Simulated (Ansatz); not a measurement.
## Stationary points along a deformation path in Tl

Theory: DFT PBEsol, scalar-relativistic, plane waves, PAW in Ansatz. Settings: plane waves to 420 eV, k-mesh 20×20×20 (Γ-centred), Gaussian smearing 0.15 eV. Spin–orbit coupling is left out, which can shift energies with elements as heavy as these. No spin polarisation. Energies are free energies at this smearing, counted from the undisturbed cell; pressure is positive in compression.

Zero of the scan (as given, not relaxed at this level; it stands at -0.8 GPa; this bcc form isn't the usual structure):

```xyz
1
Lattice="-1.9410 1.9410 1.9410 1.9410 -1.9410 1.9410 1.9410 1.9410 -1.9410" Properties=species:S:1:pos:R:3 pbc="T T T"
Tl    0.0000    0.0000    0.0000
```

At fixed volume and fractional coordinates, lengths along (0.000, 0.000, 1.000) are scaled against those across it; ρ is that ratio over its starting value. V = 29.251 Å³/atom. Δσ is the stress along the axis less the mean stress across it (compression positive).

```
    ρ  ΔE (meV/atom)  Δσ (GPa) space group
0.650          152.8     10.01       I4/mmm
0.707           77.9      4.97       I4/mmm
0.780           33.1      2.71       I4/mmm
0.850           11.9      1.35       I4/mmm
0.920            2.8      0.69       I4/mmm
1.000            0.0      0.00        Im-3m
1.100            3.0     -0.67       I4/mmm
1.200           10.9     -0.43       I4/mmm
1.300           11.1      0.21       I4/mmm
1.414           10.6      0.00        Fm-3m
1.500           11.6     -0.05       I4/mmm
```

Question: How does the stress give the slope of the energy, and where is the energy stationary?

Answer: Along the path d ln(length) is 2/3 d ln ρ on the axis and −1/3 d ln ρ across it, so dE/d ln ρ = −(2/3) V Δσ: the energy falls with ρ where Δσ is positive. Δσ vanishes or changes sign at ρ = 1.000 (Im-3m), a minimum at 0.0 meV/atom; between ρ = 1.200 and 1.300, a maximum (near 1.27 by linear interpolation); at ρ = 1.414 (Fm-3m), a minimum at 10.6 meV/atom. Pairs of stationary points between two samples would go unseen, and could change a minimum read from distant neighbours into a maximum. At ρ = 1.000, 1.414 the cell is cubic, where symmetry alone makes the stress isotropic and the slope zero.

Question: Which shear constant sets the curvature at ρ = 1?

Answer: For a cubic crystal E/V = (2/3) C (ln ρ)² with C = C′ = (C11 − C12)/2, so Δσ = −2C ln ρ. The parabola of Δσ against ln ρ through ρ = 0.920, 1 and 1.100 gives C ≈ 3.8 GPa with the ions clamped, rough because the steps are large. It is the stress–strain coefficient at this cell's pressure of -0.8 GPa, not the zero-pressure constant.

Question: Integrate that slope from ρ = 1 to 0.780 by the trapezoid rule.

Answer: With V/N in Å³ and 1 eV/Å³ = 160.2 GPa the slopes at ρ = 1.000, 0.920, 0.850, 0.780 are 0, -84, -165, -330 meV/atom per unit of ln ρ. The steps add 3.5 + 9.8 + 21.3 = 34.6 meV/atom, against 33.1 from the energies; the trapezoid rule misses the curvature of the slope within each step.

In a metal these slopes depend on the k mesh and the smearing.